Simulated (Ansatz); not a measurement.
# TiB: single point with PBEsol

TiB:

```
Ti B
1.0
     6.12000    0.00000    0.00000
     0.00000    3.06000    0.00000
     0.00000    0.00000    4.56000
Ti B
4 4
Cartesian
  4.1685 0.8064 1.7192
  1.9968 2.2983 2.8137
  5.0146 2.3124 4.0106
  1.0495 0.7459 0.5913
  3.2330 0.7260 4.1034
  2.9121 2.3176 0.4465
  5.8960 2.3119 1.8272
  0.1931 0.7518 2.7243
```

The cell isn't the ideal one: atoms moved at random, drawn with an rms of 0.05 Å.

| Item | Value |
| --- | --- |
| Program | Ansatz 0.2.0 |
| Task | single point |
| Functional | PBEsol |
| Potentials or basis | Ansatz PAW |
| Cutoff | 420 eV (not typed: the program's choice for these potentials) |
| k mesh | 5 × 9 × 6 |
| Occupations | fermi-dirac, width 0.05 eV |
| Spin | no spin polarisation |

```yaml
Pressure: -5.0 GPa
Largest_force: 0.936 eV/Å
Band_gap_on_the_k_mesh: none (metal or under the smearing width)
```

Forces in eV/Å, atoms in the order of the input:
```
Ti  -0.391 -0.467 -0.020
Ti  -0.376 -0.093  0.317
Ti   0.324 -0.260 -0.220
Ti   0.625  0.344 -0.605
B    0.055  0.897  0.012
B   -0.586 -0.548  0.107
B    0.514 -0.213  0.110
B   -0.165  0.340  0.299
```

Stress tensor (GPa, compression positive):
```
-5.68  0.37 -0.44
 0.37 -5.29 -0.60
-0.44 -0.60 -4.10
```

Levels at points of the mesh, in eV from the Fermi level:
```csv
k point,band 27,band 28,band 29,band 30,band 31,band 32,band 33,band 34
"(0.00, 0.00, 0.00)",-1.02,-0.61,0.62,0.78,0.94,1.17,1.41,1.63
"(0.00, 0.00, -0.50)",-0.94,-0.84,-0.15,-0.01,1.53,1.63,1.99,2.04
```

Run time: 17 s on 4 threads of Arm Neoverse V1, with other jobs on the host, peak memory 0.61 GiB.

Caveat: the PAW data sets come from PBE, with cores solved anew for the run's functional, which leaves a small shift of forces and pressure.
